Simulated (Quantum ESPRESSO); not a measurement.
Crystal: Al2Au.

```
Au Al
1.0
     0.00000    3.00000    3.00000
     3.00000    0.00000    3.00000
     3.00000    3.00000    0.00000
Au Al
1 2
Direct
  0.00000 0.00000 0.00000
  0.75000 0.75000 0.75000
  0.25000 0.25000 0.25000
```

Base run:

```yaml
Program: Quantum ESPRESSO 7.5
Functional: PBEsol
Potentials_or_basis: PseudoDojo 0.4 FR PBEsol standard
Cutoff: 1034 eV
Density_cutoff: 4136 eV
k_mesh: 8 × 8 × 8
Occupations: fermi-dirac, width 0.05 eV
Spin: spin-orbit coupling, no magnetisation
```

Its results: band gap on the k mesh none (metal or under the smearing width); pressure -0.7 GPa.

**Question.** The run is repeated on the same cell with these changes: potentials or basis from PseudoDojo 0.4 FR PBEsol standard to PseudoDojo 0.4.1 SR PBEsol standard; spin from spin-orbit coupling, no magnetisation to no spin polarisation. What comes out?

**Answer.** Band gap on the k mesh none (metal or under the smearing width); pressure -0.1 GPa.

Not every run made on this cell is shown here.
